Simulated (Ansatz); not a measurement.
# TiAl3: the cost of one run

Computed with Ansatz 0.2.0 (DFT r2SCAN, scalar-relativistic, plane waves, PAW, unless a step's input says otherwise).

2 further runs of the same task are left out: 2 set aside as unsound or not needed. Runs told in other sessions of the task aren't counted.

### Step 1. The structure to begin with

The structure is tetragonal, space group I4/mmm (No. 139). The conventional cell has a = 3.824 Å, b = 3.824 Å, c = 8.564 Å, α = 90.00°, β = 90.00°, γ = 90.00°. Around Ti (site symmetry 4/mmm) lie 12 Al at 2.70 to 2.87 Å. Al (site symmetry 4/mmm) is surrounded by 4 Ti at 2.70 Å and 8 Al at 2.87 Å. Al (site symmetry -4m2) has 8 Al at 2.70 to 2.87 Å and 4 Ti at 2.87 Å in its first shell of neighbours.

Coordinates:

```
Ti Al
1.0
    -1.91200    1.91200    4.28192
     1.91200   -1.91200    4.28192
     1.91200    1.91200   -4.28192
Ti Al
1 3
Direct
  0.00000 0.00000 0.00000
  0.50000 0.50000 0.00000
  0.75000 0.25000 0.50000
  0.25000 0.75000 0.50000
```

It goes back to an entry of the Materials Project, which need not be the stable form.

This cell was relaxed beforehand with the same method: volume 15.65 Å³/atom, gap on the mesh none (metal).

Reference energy of this cell: -4127.3439 eV (4 atoms, 16×16×16 mesh, zero smearing).

### Step 2. Cell: atoms packed at random at 1.00 times the crystal's volume

4 Ti, 12 Al were thrown into a skewed cell at random, at 1.00 times a reference volume of the solid, and pushed apart as soft spheres.

The cell holds 4 Ti, 12 Al: a = 6.295 Å, b = 6.588 Å, c = 6.123 Å, α = 92.38°, β = 94.45°, γ = 97.84°.

### Step 3. Relaxing on a coarse mesh

Cell and atoms move without symmetry, on a coarse mesh with loose thresholds.

The input, input.yaml:

```yaml
crystal:
  lattice:
    - [6.274833, -0.443217, -0.246566]
    - [-0.443217, 6.57163, -0.140616]
    - [-0.246566, -0.140616, 6.116355]
  atoms:
    - { symbol: Ti, position: [0.8301391426, 0.9156011257, 0.7435144899] }
    - { symbol: Ti, position: [0.1690023996, 0.5022969755, 0.8024571592] }
    - { symbol: Ti, position: [0.2193254396, 0.5575614182, 0.3163887507] }
    - { symbol: Ti, position: [0.8237471853, 0.2903163767, 0.4726768148] }
    - { symbol: Al, position: [0.4729578544, 0.2009461398, 0.0547153766] }
    - { symbol: Al, position: [0.8554093549, 0.2651228397, 0.0175044444] }
    - { symbol: Al, position: [0.605974, 0.5232738958, 0.7475479051] }
    - { symbol: Al, position: [0.1348023174, 0.9481898932, 0.4427958962] }
    - { symbol: Al, position: [0.6672643837, 0.6522015959, 0.3835262773] }
    - { symbol: Al, position: [0.3938152261, 0.9496960329, 0.7499374877] }
    - { symbol: Al, position: [0.8550954026, 0.6218228424, 0.0582836674] }
    - { symbol: Al, position: [0.3846386293, 0.2498927, 0.5419155288] }
    - { symbol: Al, position: [0.5106246746, 0.744896503, 0.0379581741] }
    - { symbol: Al, position: [0.828318851, 0.9523786361, 0.1974903952] }
    - { symbol: Al, position: [0.5005011481, 0.9567175019, 0.3675101456] }
    - { symbol: Al, position: [0.1781476383, 0.910984201, 0.0570976385] }
  symmetry: { detect: false }
basis:
  ecutwfc: 500
kpoints:
  mp_grid: { grid: [2, 2, 2], shift: [0.5, 0.5, 0.5] }
hamiltonian:
  xc: r2scan
scf:
  occupations: { method: gaussian, width: 0.1 }
  lower_state_search: "off"
output:
  forces: true
  stress: true
  eigenvalues: true
relax:
  adjacent_minimum: "off"
  f_tol: 0.04
  max_steps: 70
  cell: { stress_tol: 0.3 }
```

The run is started by

```
> ansatz run input.yaml --threads 2 --pin off --max-ram 5120MiB --backend cpu --events-out ev --progress --plain --runs-dir out
```

Q: Estimate wall time and peak memory on 2 threads of Intel Xeon at 2.70GHz, shared host.

About 5.2 min, with a peak of 1 GiB.
